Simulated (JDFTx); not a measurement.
Runs of JDFTx 1.7.0 (patched build) on Hf. Symmetry: P6_3/mmc, No. 194, hexagonal system. The conventional cell has a = 3.197 Å, b = 3.197 Å, c = 5.058 Å, α = 90.00°, β = 90.00°, γ = 120.00°. Hf (site symmetry -6m2) has 12 Hf at 3.13 to 3.20 Å as nearest neighbours. 

| task | level | potentials or basis | cell | density cutoff over wavefunction cutoff | SCF threshold on the energy | further solve for the empty bands | gap on the mesh (eV) | pressure (GPa) | V0 of scaled cells (Å³/atom) | B0 (GPa) |
| --- | --- | --- | --- | --- | --- | --- | --- | --- | --- | --- |
| relaxation of cell and atoms | PBE+D3 | PseudoDojo-SR-PBE-0.5-standard | relaxed | 8 | 1e-09 Ha | no | none | 0.0 | - | - |
| single point | PBE | PseudoDojo-SR-PBE-0.5-standard | as given | 4 | 1e-08 Ha | yes | none | 0.6 | - | - |
| equation of state | PBE | PseudoDojo-SR-PBE-0.5-standard | as given | 4 | 1e-08 Ha | - | - | - | 22.52 | (a) |
| equation of state | PBEsol | PseudoDojo-SR-PBEsol-0.4.1-standard | as given | 8 | 1e-09 Ha | - | - | - | (b) | 114 |

Alike in all rows: no spin polarisation; k mesh 10 × 10 × 5; cutoff (eV) 789; smearing fermi-dirac 0.05 eV.

Task: Fill in the values left out.

Result: (a) 108; (b) 21.65.

Caveats: the cell was scaled at fixed shape and fractional positions, which overstates the stiffness of a crystal with free parameters, most of all of layers and chains (some runs); pairwise dispersion overbinds metals, which lowers pressure and volume (some runs).

A k mesh can miss the band edges, and the runs leave out spin-orbit coupling on Hf.

A gap of «none» marks a metal or a gap under the smearing width.

Not every run made on this cell is shown here.
